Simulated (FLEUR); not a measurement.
## EuS under changes of volume

One of the cells (26.424 Å³/atom); the others are scaled copies at fixed shape and fractional positions:

```
Eu S
1.0
     0.00000    2.97850    2.97850
     2.97850    0.00000    2.97850
     2.97850    2.97850    0.00000
Eu S
1 1
Direct
  0.00000 0.00000 0.00000
  0.50000 0.50000 0.50000
```

* Program: FLEUR MaX-R8.1 (later development tree)
* Functional: PBE
* Potentials or basis: all-electron
* Basis: FLAPW
* Kmax: 4.52 1/bohr
* k mesh: 8 × 8 × 8
* Occupations: fermi-dirac, width 0.05 eV
* Spin: collinear spin, ferromagnetic start
* Starting moments: [7.0, 0.0] μB

```tsv
volume (Å³/atom)	energy over the lowest point (meV/atom)	moment (μB per cell)
24.838	0.01	6.97
25.367	0.00	6.97
25.895	3.34	6.98
26.424	9.70	6.98
26.952	?	?
27.481	30.20	6.99
28.009	43.82	6.99
```

Task: What does the run at 26.952 Å³/atom give?

Result: Energy over the lowest point 18.75 meV/atom; moment 6.99 μB per cell.

Worked out: A Birch-Murnaghan fit of order 3 (a polynomial in V^(-2/3)) to the other rows has its minimum at 25.10 Å³/atom with B0 = V·E''(V) = 51 GPa and B' = 4.2. It gives 18.73 meV/atom at 26.952 Å³/atom, against the run's 18.75. A straight line through the other rows of the moment, of slope 0.00705 μB per Å³/atom, gives 6.98 μB, against the run's 6.99.

Energies are extrapolated to zero smearing.

Caveats: a cell with one magnetic atom can't hold antiferromagnetic order, which such compounds often take; without U or exact exchange the open f shell lies at the Fermi level, which spoils levels, moments and volumes.
